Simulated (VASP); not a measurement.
# C in VASP: a series of runs, part 2 of 2

VASP 6.6.1. Earlier steps stand in the parts before.

## 3. Single point, PBE+D3(BJ)

Input file INCAR:

```
ALGO     = Normal         # electronic algorithm
EDIFF    = 1E-6           # SCF threshold, eV
ENCUT    = 520            # plane-wave cutoff, eV
GGA      = PE             # functional
ISIF     = 2              # what is computed and relaxed
ISMEAR   = -1             # smearing method
IVDW     = 12             # dispersion correction
LASPH    = T              # aspherical terms in the spheres
LCHARG   = F              # write CHGCAR
LREAL    = Auto         
LWAVE    = F              # write WAVECAR
NBANDS   = 51             # bands
NELM     = 100            # most SCF steps
PREC     = Accurate       # precision mode
SIGMA    = 0.05           # smearing width, eV
```

Input file KPOINTS:

```
k-points
0
Gamma
  2 2 1
```

Input file POSCAR:

```
C
1.0
    7.3980000000      0.0000000000      0.0000000000
   -3.6990000000      6.4068560000      0.0000000000
    0.0000000000      0.0000000000     12.0000000000
C
18
Direct
    0.0139321589      0.0157799707      0.0881416667
    0.2353750025      0.1266299726      0.0790583333
    0.0103213371      0.3385123686      0.0643083333
    0.2294393487      0.4539043799      0.0797250000
   -0.0024247866      0.6744961960      0.0720750000
    0.2188518592      0.7872035832      0.0747083333
    0.3382839595      0.0104419391      0.0718916667
    0.5626584976      0.1213699824      0.0726416667
    0.3418799806      0.3475339543      0.0769166667
    0.5656984033      0.4547004022      0.0865166667
    0.3315983030      0.6783358327      0.0711416667
    0.5557015674      0.7909651786      0.0821166667
    0.6747686935      0.0085533372      0.0840333333
    0.9010223081      0.1214011990      0.0874000000
    0.6691544008      0.3416340246      0.0750666667
    0.9000665854      0.4554183831      0.0703833333
    0.6702393307      0.6800839601      0.0896166667
    0.8901957148      0.7808510134      0.0887333333
```

Potentials or basis: VASP PAW PBE potentials, release 64 (C).

Command:

```sh
$ cat potpaw_PBE.64/C/POTCAR > POTCAR
$ mpirun -np 1 vasp_std > vasp.out
```

Run time: 5.1 min. Hardware: 1 thread of Intel Xeon Platinum 8375C at 2.90GHz (Ice Lake), shared host; peak memory 0.54 GiB.

Results (log left out):

- Free energy: -166.3061 eV
- Largest force: 3.234 eV/Å
- Band gap on the k mesh: 0.10 eV
- Dispersion energy per atom: -0.089 eV

Forces in eV/Å, atoms in the order of the input:
```
C   -0.495 -2.036 -0.019
C   -1.149 -0.158 -0.273
C   -1.258  1.341  2.176
C   -0.607  0.456 -1.828
C    1.339 -0.804  0.833
C    1.746  0.496 -0.870
C    1.057  0.005  0.459
C   -0.047 -1.266  0.421
C    1.004 -0.500  1.115
C   -1.463  0.887 -0.957
C    0.613  0.196  1.235
C    0.898 -0.738  0.199
C   -1.129  1.045 -0.561
C   -0.440 -0.431 -1.155
C    2.166  1.192  0.233
C   -1.502 -1.562 -0.447
C    0.504 -1.092 -0.217
C   -1.238  2.968 -0.345
```

Levels at points of the mesh, in eV from the valence-band top:
```
           k point  band 34  band 35  band 36  band 37  band 38  band 39
(0.00, 0.00, 0.00)    -2.74    -0.12     0.00     0.10     0.25     3.25
(0.50, 0.00, 0.00)    -2.52    -2.40    -2.31     1.77     2.32     2.37
(0.00, 0.50, 0.00)    -2.52    -2.49    -2.21     1.69     2.39     2.46
(0.50, 0.50, 0.00)    -2.46    -2.45    -2.17     1.58     2.39     2.49
```

Caveat: the k mesh is coarse (spacing up to 0.49 Å⁻¹), so the values aren't converged.

## 4. Single point, PBE+D3(BJ)

Input file INCAR:

```
SYSTEM = C
  PREC = Accurate
  ENCUT = 520
  EDIFF = 1E-7
  ISMEAR = -1
  SIGMA = 0.05
  LREAL = Auto
  LASPH = .True.
  NELM = 100
  ALGO = Normal
  ISIF = 2
  LWAVE = .False.
  LCHARG = .False.
  GGA = PE
  IVDW = 12
  NBANDS = 51
```

Input file KPOINTS:

```
Automatic mesh
0
Gamma
  2 2 1
  0 0 0
```

Input file POSCAR:

```
C
1.0
    7.3980000000      0.0000000000      0.0000000000
   -3.6990000000      6.4068560000      0.0000000000
    0.0000000000      0.0000000000     12.0000000000
C
18
Direct
    0.0188747289      0.0114720855      0.0714083333
    0.2472903395      0.1222908709      0.0712750000
    0.0190336068      0.3425549130      0.0756416667
    0.2372702198      0.4476142432      0.0755166667
    0.0235115252      0.6772744697      0.0749916667
    0.2415194669      0.7825523158      0.0749500000
    0.3556677760      0.0068208182      0.0745916667
    0.5746476642      0.1212607244      0.0767083333
    0.3558207210      0.3401356297      0.0696583333
    0.5813497811      0.4506422495      0.0757666667
    0.3455816458      0.6694547216      0.0629583333
    0.5716980378      0.7837853699      0.0757500000
    0.6773167330     -0.0025441496      0.0808750000
    0.9005793219      0.1114587248      0.0741666667
    0.6874997376      0.3428826869      0.0756166667
    0.9138235894      0.4558710232      0.0766583333
    0.6908114478      0.6787572563      0.0731166667
    0.9107931667      0.7889829270      0.0748750000
```

Command:

```sh
$ cat potpaw_PBE.64/C/POTCAR > POTCAR
$ mpirun -np 1 vasp_std > vasp.out
```

It took 3.8 min on 1 thread of Intel Xeon Platinum 8375C at 2.90GHz (Ice Lake), shared host; peak memory 0.55 GiB.

Results (log left out):

- Free energy: -166.7119 eV
- Largest force: 2.793 eV/Å
- Band gap on the k mesh: 0.38 eV
- Dispersion energy per atom: -0.089 eV

Forces on the atoms (eV/Å):
```
C    0.673 -0.492  0.194
C   -0.778 -0.759 -0.029
C    0.198 -1.681  0.072
C    0.621  0.649 -1.373
C   -0.748 -0.912  0.225
C    0.251  0.604 -0.821
C   -0.674  0.940 -0.032
C    0.366 -1.329  0.184
C    0.220  0.250  0.838
C   -2.266  1.302 -0.694
C    1.163  0.029  2.137
C    0.234 -1.520 -0.865
C    0.472  2.671 -0.664
C    0.420  1.386  0.513
C    1.287 -0.426  0.150
C   -0.981  0.179 -0.152
C   -0.102 -0.924  0.500
C   -0.355  0.032 -0.182
```

Levels at points of the mesh, in eV from the valence-band top:
```csv
k point,band 34,band 35,band 36,band 37,band 38,band 39
"(0.00, 0.00, 0.00)",-2.73,-0.08,0.00,0.38,0.44,3.36
"(0.50, 0.00, 0.00)",-2.38,-2.35,-2.19,1.88,2.56,2.62
"(0.00, 0.50, 0.00)",-2.44,-2.36,-2.15,1.84,2.55,2.65
"(0.50, 0.50, 0.00)",-2.42,-2.40,-2.12,1.78,2.53,2.65
```

Caveat: the k mesh is coarse (spacing up to 0.49 Å⁻¹), so the values aren't converged.

## 5. Molecular dynamics, PBE+D3(BJ)

Input file INCAR:

```
PREC = Accurate ; ENCUT = 520
EDIFF = 1E-5 ; ISMEAR = -1
SIGMA = 0.05 ; LREAL = Auto
LASPH = T ; NELM = 100
ALGO = Normal ; ISIF = 2
LWAVE = F ; LCHARG = F
GGA = PE ; IVDW = 12
IBRION = 0 ; NSW = 40
POTIM = 1.5 ; TEBEG = 500.0
TEEND = 500.0 ; ISYM = 0
NELMIN = 4 ; RANDOM_SEED = 585204 0 0
MDALGO = 3 ; LANGEVIN_GAMMA = 20
```

Input file KPOINTS:

```
Automatic mesh
0
Gamma
  2 2 1
```

Input file POSCAR:

```
C
1.0
    7.3980000000      0.0000000000      0.0000000000
   -3.6990000000      6.4068560000      0.0000000000
    0.0000000000      0.0000000000     12.0000000000
C
18
Direct
    0.0000000000      0.0000000000      0.0833333300
    0.2222222200      0.1111111100      0.0833333300
    0.0000000000      0.3333333300      0.0833333300
    0.2222222200      0.4444444400      0.0833333300
    0.0000000000      0.6666666600      0.0833333300
    0.2222222200      0.7777777700      0.0833333300
    0.3333333300      0.0000000000      0.0833333300
    0.5555555600      0.1111111100      0.0833333300
    0.3333333300      0.3333333300      0.0833333300
    0.5555555600      0.4444444400      0.0833333300
    0.3333333300      0.6666666600      0.0833333300
    0.5555555500      0.7777777700      0.0833333300
    0.6666666700      0.0000000000      0.0833333300
    0.8888888900      0.1111111100      0.0833333300
    0.6666666700      0.3333333300      0.0833333300
    0.8888888900      0.4444444400      0.0833333300
    0.6666666700      0.6666666600      0.0833333300
    0.8888888900      0.7777777700      0.0833333300
```

Command:

```sh
$ cat potpaw_PBE.64/C/POTCAR > POTCAR
$ mpirun -np 1 vasp_std > vasp.out
```

Run time: 62 min. Hardware: 1 thread of Intel Xeon Platinum 8375C at 2.90GHz (Ice Lake), shared host; peak memory 0.76 GiB.

Results (log left out):

- Dispersion energy per atom: -0.089 eV

Step by step:
```tsv
step	potential energy change (eV)	largest force (eV/Å)	pressure (GPa)	volume (Å³)	temperature (K)
1	0.0000	0.0106	0.19	568.78	540
2	0.0990	1.4499	0.23	568.78	519
3	0.3452	2.7478	0.34	568.78	417
4	0.6232	3.7745	0.45	568.78	286
5	0.7603	4.0505	0.48	568.78	217
6	0.7457	3.7204	0.41	568.78	248
7	0.6450	2.8967	0.30	568.78	312
8	0.5422	2.2679	0.19	568.78	347
9	0.5135	2.4737	0.13	568.78	335
10	0.5625	2.5421	0.12	568.78	296
11	0.6473	2.6408	0.12	568.78	263
12	0.7157	3.1173	0.12	568.78	266
13	0.7457	2.8089	0.11	568.78	279
14	0.7355	2.7562	0.10	568.78	270
15	0.7070	3.0435	0.06	568.78	291
16	0.7049	3.0862	0.04	568.78	318
17	0.7717	3.5400	0.03	568.78	328
18	0.8770	4.2789	0.05	568.78	303
19	0.9116	4.3454	0.03	568.78	284
20	0.8621	3.7146	-0.04	568.78	301
21	0.7516	2.9752	-0.12	568.78	360
22	0.6587	2.4872	-0.18	568.78	406
23	0.7050	2.7271	-0.17	568.78	416
24	0.8562	2.8931	-0.10	568.78	412
25	1.0996	3.9115	-0.01	568.78	298
26	1.1972	4.3313	0.04	568.78	228
27	1.1802	4.4355	0.02	568.78	254
28	1.0442	3.9107	-0.02	568.78	353
29	0.9346	3.3954	-0.02	568.78	396
30	0.8986	2.7692	0.03	568.78	403
31	0.9408	3.5576	0.12	568.78	392
32	1.0341	3.9480	0.22	568.78	370
33	1.1005	3.8960	0.29	568.78	377
34	1.0661	3.6633	0.26	568.78	436
35	0.9753	3.7923	0.19	568.78	511
36	0.9489	3.6944	0.15	568.78	526
37	0.9800	3.4218	0.16	568.78	516
38	1.0202	3.6596	0.20	568.78	501
39	1.0466	4.2991	0.27	568.78	506
40	1.0435	4.3176	0.35	568.78	518
```

Caveat: the k mesh is coarse (spacing up to 0.49 Å⁻¹), so the values aren't converged.
